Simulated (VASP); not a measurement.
# Ni (Fm-3m) in VASP: further runs

One crystal, Ni, is run at these levels: LDA; tasks: relaxation of cell and atoms.

Program: VASP 6.6.1. These are calculated values, not measurements. Logs are shortened: lines on timing, memory, paths and dates and some standing lists are left out, and cuts for length are marked.

### Step 1. Starting point

The structure is cubic, space group Fm-3m (No. 225). Conventional cell: a = 3.524 Å, b = 3.524 Å, c = 3.524 Å, α = 90.00°, β = 90.00°, γ = 90.00°. Around Ni (site symmetry m-3m) lie 12 Ni at 2.49 Å.

### Step 2. Relaxation of cell and atoms, LDA, collinear spin, ferromagnetic start

The input, INCAR:

```
SYSTEM = Ni
  PREC = Accurate
  ENCUT = 350
  EDIFF = 1E-7
  ISMEAR = 0
  SIGMA = 0.1
  LREAL = .FALSE.
  LASPH = .TRUE.
  NELM = 150
  ALGO = Fast
  ISIF = 3
  LWAVE = .FALSE.
  LCHARG = .FALSE.
  ISPIN = 2
  MAGMOM = 0.8
  LORBIT = 11
  LMAXMIX = 4
  IBRION = 2
  NSW = 80
  EDIFFG = -0.002
```

The input, KPOINTS:

```
regular mesh
0
G
  10 10 10
  0 0 0
```

The input, POSCAR:

```
Ni
1.0
    0.0000000000      1.7619350000      1.7619350000
    1.7619350000      0.0000000000      1.7619350000
    1.7619350000      1.7619350000      0.0000000000
Ni
1
Direct
    0.0000000000      0.0000000000      0.0000000000
```

Potentials or basis: VASP PAW LDA potentials, release 64 (Ni).

Run with:

```console
$ cat potpaw_LDA.64/Ni/POTCAR > POTCAR
$ mpirun -np 1 vasp_std > vasp.out
```

OUTCAR:

```text
SYSTEM = Ni
   PREC = Accurate
   ENCUT = 350
   EDIFF = 1E-7
   ISMEAR = 0
   LREAL = .FALSE.
   LASPH = .TRUE.
   NELM = 150
   ISIF = 3
   ISPIN = 2
   LORBIT = 11
   IBRION = 2
   NSW = 80
   EDIFFG = -0.002

 ion  position               nearest neighbor table
   1  0.000  0.000  0.000-

  LATTYP: Found a face centered cubic cell.
 ALAT       =     3.5238700000

  Lattice vectors:

 A1 = (   0.0000000000,   1.7619350000,   1.7619350000)
 A2 = (   1.7619350000,   0.0000000000,   1.7619350000)
 A3 = (   1.7619350000,   1.7619350000,   0.0000000000)

Analysis of symmetry for initial positions (statically):
=====================================================================
 Subroutine PRICEL returns:
 Original cell was already a primitive cell.

 Routine SETGRP: Setting up the symmetry group for a
 face centered cubic supercell.

 Subroutine GETGRP returns: Found 48 space group operations
 (whereof 48 operations were pure point group operations)
 out of a pool of 48 trial point group operations.

The static configuration has the point symmetry O_h .

Analysis of symmetry for dynamics (positions and initial velocities):
=====================================================================
 Subroutine PRICEL returns:
 Original cell was already a primitive cell.

 Routine SETGRP: Setting up the symmetry group for a
 face centered cubic supercell.

 Subroutine GETGRP returns: Found 48 space group operations
 (whereof 48 operations were pure point group operations)
 out of a pool of 48 trial point group operations.

The dynamic configuration has the point symmetry O_h .

Analysis of structural, dynamic, and magnetic symmetry:
=====================================================================
 Subroutine PRICEL returns:
 Original cell was already a primitive cell.

 Routine SETGRP: Setting up the symmetry group for a
 face centered cubic supercell.

 Subroutine GETGRP returns: Found 48 space group operations
 (whereof 48 operations were pure point group operations)
 out of a pool of 48 trial point group operations.

The overall configuration has the point symmetry O_h .

 Subroutine INISYM returns: Found 48 space group operations
 (whereof 48 operations are pure point group operations),
 and found     1 'primitive' translations

----------------------------------------------------------------------------------------

                                     Primitive cell

  volume of cell :      10.9396

  direct lattice vectors                    reciprocal lattice vectors
     0.000000000  1.761935000  1.761935000    -0.283778914  0.283778914  0.283778914
     1.761935000  0.000000000  1.761935000     0.283778914 -0.283778914  0.283778914
     1.761935000  1.761935000  0.000000000     0.283778914  0.283778914 -0.283778914

  length of vectors
     2.491752373  2.491752373  2.491752373     0.491519496  0.491519496  0.491519496

  position of ions in fractional coordinates (direct lattice)
     0.000000000  0.000000000  0.000000000

  ion indices of the primitive-cell ions
   primitive index   ion index
                 1           1

----------------------------------------------------------------------------------------

 KPOINTS: regular mesh

Automatic generation of k-mesh.
 Grid dimensions read from file:
 generate k-points for:   10   10   10

 Generating k-lattice:

  Cartesian coordinates                     Fractional coordinates (reciprocal lattice)
    -0.028377891  0.028377891  0.028377891     0.100000000  0.000000000  0.000000000
     0.028377891 -0.028377891  0.028377891     0.000000000  0.100000000  0.000000000
     0.028377891  0.028377891 -0.028377891     0.000000000  0.000000000  0.100000000

  Length of vectors
     0.049151950  0.049151950  0.049151950

  Shift w.r.t. Gamma in fractional coordinates (k-lattice)
     0.000000000  0.000000000  0.000000000

 Subroutine IBZKPT returns following result:
 ===========================================

 Found     47 irreducible k-points:

 Following reciprocal coordinates:
            Coordinates               Weight
  0.000000  0.000000  0.000000      1.000000
  0.100000  0.000000  0.000000      8.000000
  0.200000  0.000000  0.000000      8.000000
  0.300000  0.000000  0.000000      8.000000
  0.400000  0.000000  0.000000      8.000000
  0.500000  0.000000  0.000000      4.000000
[... 16 lines left out ...]
  0.300000  0.300000  0.000000      6.000000
  0.400000  0.300000  0.000000     24.000000
 [... further k-points ...]
   k-points           NKPTS =     47   k-points in BZ     NKDIM =     47   number of bands    NBANDS=      9
   number of dos      NEDOS =    301   number of ions     NIONS =      1
   total plane-waves  NPLWV =   4096
   dimension x,y,z NGX =    16 NGY =   16 NGZ =   16
   dimension x,y,z NGXF=    32 NGYF=   32 NGZF=   32
   ions per type =               1
   NGX,Y,Z   is equivalent  to a cutoff of  10.67, 10.67, 10.67 a.u.
   NGXF,Y,Z  is equivalent  to a cutoff of  21.35, 21.35, 21.35 a.u.
 SYSTEM =  Ni
   PREC   = accura    normal or accurate (medium, high low for compatibility)
   ISTART =      0    job   : 0-new  1-cont  2-samecut
   ICHARG =      2    charge: 1-file 2-atom 10-const
   ISPIN  =      2    spin polarized calculation?
   LNONCOLLINEAR =      F non collinear calculations
   LSORBIT =      F    spin-orbit coupling
   LASPH  =      T    aspherical Exc in radial PAW
   ENCUT  =  350.0 eV  25.72 Ry    5.07 a.u.   3.80  3.80  3.80*2*pi/ulx,y,z
   NELM   =    150;   NELMIN=  2; NELMDL= -5     # of ELM steps
   EDIFF  = 0.1E-06   stopping-criterion for ELM
   LREAL  =      F    real-space projection
   EDIFFG = -.2E-02   stopping-criterion for IOM
   NSW    =     80    number of steps for IOM
   IBRION =      2    ionic relax: 0-MD 1-quasi-New 2-CG
   NFREE  =      1    steps in history (QN), initial steepest desc. (CG)
   ISIF   =      3    stress and relaxation
   ISYM   =      2    0-nonsym 1-usesym 2-fastsym
   POTIM  = 0.5000    time-step for ionic-motion
   TEBEG  =    0.0;   TEEND  =   0.0 temperature during run
   PSTRESS=    0.0 pullay stress
   NELECT =      10.0000    total number of electrons
   NUPDOWN=      -1.0000    fix difference up-down
   EMIN   =  10.00;   EMAX   =-10.00  energy-range for DOS
   EFERMI =   0.00;   METHOD = LEGACY
   ISMEAR =     0;   SIGMA  =   0.10  broadening in eV -4-tet -1-fermi 0-gaus
   EFERMI_NEDOS =   21; number of points for ismear=-14 and -15
   IALGO  =     68    algorithm
   IMIX   =      4    mixing-type and parameters
     AMIX     =   0.40;   BMIX     =  1.00
     AMIX_MAG =   1.60;   BMIX_MAG =  1.00
  volume/ion in A,a.u.               =      10.94        73.82
  Fermi-wavevector in a.u.,A,eV,Ry     =   1.588821  3.002436 34.345893  2.524352
  Thomas-Fermi vector in A             =   2.687765
   LORBIT       =     11    0 simple, 1 ext, 2 COOP (PROOUT), +10 PAW based schemes
   GGA     = CA    functional components
   LHFCALC =     F    Hartree Fock is set to
   AEXX    =    0.0000 exact exchange contribution
   IVDW    =     0    specifies the selected vdW correction
   LEPSILON=     F    determine dielectric tensor
   LRPA    =     F    only Hartree local field effects (RPA)
 conjugate gradient relaxation of ions
 spin polarized calculation
 RMM-DIIS sequential band-by-band and
 Gauss-broadening in eV      SIGMA  =   0.10
  energy-cutoff  :      350.00
  volume of cell :       10.94
 maximum number of plane-waves:       170
   NGX =  7   NGY =  7   NGZ =  7

--------------------------------------- Ionic step        1  -------------------------------------------

 number of electron      10.0000005 magnetization       0.6821795

 Free energy of the ion-electron system (eV)
  ---------------------------------------------------
  ext. energy  EPLUGINS =         0.00000000
  ---------------------------------------------------
  free energy    TOTEN  =        -6.53413588 eV

  energy without entropy =       -6.52420362  energy(sigma->0) =       -6.52916975

 E-fermi :   8.9658     XC(G=0): -13.5828

 val. band max:        8.9613431208   @ k =   0.5000   0.3000   0.1000
 cond. band min:       8.9801237721   @ k =   0.4000   0.0000   0.0000
 fundamental gap:      0.0187806513
 Fermi energy:         8.9657518569

 spin component 1

 k-point     1 :       0.0000    0.0000    0.0000
  band No.  band energies     occupation
      1      -0.0052      1.00000
      2       6.5730      1.00000
      3       6.5730      1.00000
      4       6.5730      1.00000
      5       7.7220      1.00000
      6       7.7220      1.00000
      7      32.6860      0.00000
      8      36.3873      0.00000
      9      36.3873      0.00000
[... 666 lines left out ...]
  FREE ENERGIE OF THE ION-ELECTRON SYSTEM (eV)
  ---------------------------------------------------
  free  energy   TOTEN  =        -6.5897193819 eV

  energy  without entropy=       -6.5809767244  energy(sigma->0) =       -6.58534805

[... ionic steps 4 to 7 ...]

--------------------------------------- Ionic step        8  -------------------------------------------

 number of electron       9.9999992 magnetization       0.6492829

------------------------ aborting loop because EDIFF is reached ----------------------------------------

  FORCE on cell =-STRESS in cart. coord.  units (eV):
  Direction    XX          YY          ZZ          XY          YZ          ZX
  --------------------------------------------------------------------------------------
  -------------------------------------------------------------------------------------
  Total       -0.0032555     -0.0032555     -0.0032555      0.0000000      0.0000000      0.0000000
  in kB       -0.5204636     -0.5204636     -0.5204636      0.0000000      0.0000000      0.0000000
  external PRESSURE =      -0.5204636 kB  Pullay stress =       0.0000000 kB
[... 55 lines left out ...]
  energy  without entropy=       -6.5810174475  energy(sigma->0) =       -6.58537700

--------------------------------------- Ionic step       10  -------------------------------------------

 number of electron       9.9999992 magnetization       0.6492377

 Free energy of the ion-electron system (eV)
  ---------------------------------------------------
  ext. energy  EPLUGINS =         0.00000000
  ---------------------------------------------------
  free energy    TOTEN  =        -6.58973732 eV

  energy without entropy =       -6.58101520  energy(sigma->0) =       -6.58537626

 E-fermi :  10.2719     XC(G=0): -14.1090

 val. band max:       10.2543506698   @ k =   0.5000   0.3000   0.1000
 cond. band min:      10.2775438737   @ k =   0.4000   0.0000   0.0000
 fundamental gap:      0.0231932039
 Fermi energy:        10.2718687630

 spin component 1

 k-point     1 :       0.0000    0.0000    0.0000
  band No.  band energies     occupation
      1       0.6771      1.00000
      2       7.6596      1.00000
      3       7.6596      1.00000
      4       7.6596      1.00000
      5       8.9636      1.00000
      6       8.9636      1.00000
      7      34.7185      0.00000
      8      39.1321      0.00000
      9      39.1321      0.00000
[... 596 lines left out ...]
  FREE ENERGIE OF THE ION-ELECTRON SYSTEM (eV)
  ---------------------------------------------------
  free  energy   TOTEN  =        -6.5897373168 eV

  energy  without entropy=       -6.5810151951  energy(sigma->0) =       -6.58537626

 reached required accuracy - stopping structural energy minimisation

 total charge

# of ion       s       p       d       tot
------------------------------------------
    1        0.537   0.575   8.360   9.472

 magnetization (x)

# of ion       s       p       d       tot
------------------------------------------
    1       -0.003  -0.017   0.669   0.648
```

It took 20 s on 1 thread of Intel Xeon Platinum 8488C (Sapphire Rapids), shared host; peak memory 0.12 GiB.

Results:

| Property | Result |
| --- | --- |
| Free energy | -6.5897 eV |
| Relaxed volume | 10.02 Å³/atom |
| Relaxed cell | a = 2.420 Å, b = 2.420 Å, c = 2.420 Å, α = 60.00°, β = 60.00°, γ = 60.00° |
| Space group after relaxing (to 0.05 Å) | Fm-3m (No. 225) |
| Energy gained by relaxing | 55.6 meV/atom |
| Ionic steps | 10 |
| Pressure after relaxing | 0.0 GPa |
| Band gap on the k mesh | none (metal or under the smearing width) |
| Net moment | 0.65 μB per cell |
| Site moments | Ni +0.65 μB |
| Valence electrons inside the program's atomic spheres | Ni 9.47 |

The path:
| step | energy change (eV) | largest force (eV/Å) | pressure (GPa) | volume (Å³) |
| --- | --- | --- | --- | --- |
| 1 | 0.0000 | 0.0000 | -17.73 | 10.94 |
| 2 | 0.0187 | 0.0000 | 29.48 | 9.13 |
| 3 | -0.0556 | 0.0000 | -0.38 | 10.04 |
| 4 | -0.0556 | 0.0000 | -0.17 | 10.02 |
| 5 | -0.0556 | 0.0000 | 0.29 | 10.00 |
| 6 | -0.0556 | 0.0000 | -0.14 | 10.02 |
| 7 | -0.0556 | 0.0000 | 0.04 | 10.02 |
| 8 | -0.0556 | 0.0000 | -0.05 | 10.02 |
| 9 | -0.0556 | 0.0000 | 0.15 | 10.02 |
| 10 | -0.0556 | 0.0000 | -0.03 | 10.02 |

Final structure:
```yaml
crystal:
  lattice:
    - [0.00000, 1.71111, 1.71111]
    - [1.71111, 0.00000, 1.71111]
    - [1.71111, 1.71111, 0.00000]
  atoms:
    - { symbol: Ni, position: [0.00000, 0.00000, 0.00000] }
```

Levels at points of the mesh, in eV from the Fermi level:
Spin up:
```csv
k point,band 1,band 2,band 3,band 4,band 5,band 6,band 7,band 8,band 9
"(0.00, 0.00, 0.00)",-9.59,-2.61,-2.61,-2.61,-1.31,-1.31,24.45,28.86,28.86
"(0.50, 0.00, 0.00)",-5.30,-2.62,-2.62,-0.53,-0.53,-0.43,6.30,22.93,26.00
"(0.50, 0.50, 0.00)",-5.16,-4.63,-0.49,-0.36,-0.36,2.48,10.01,15.53,15.53
```
Spin down:
```tsv
k point	band 1	band 2	band 3	band 4	band 5	band 6	band 7	band 8	band 9
(0.00, 0.00, 0.00)	-9.54	-1.95	-1.95	-1.95	-0.70	-0.70	24.44	28.92	28.92
(0.50, 0.00, 0.00)	-4.89	-2.03	-2.03	-0.39	0.17	0.17	6.72	22.92	26.13
(0.50, 0.50, 0.00)	-4.78	-4.08	0.14	0.40	0.40	2.55	10.32	15.62	15.62
```

LDA usually gives volumes a few per cent too small. Zero-point motion and thermal expansion aren't in these numbers.

(Continued in part 2 of 2.)
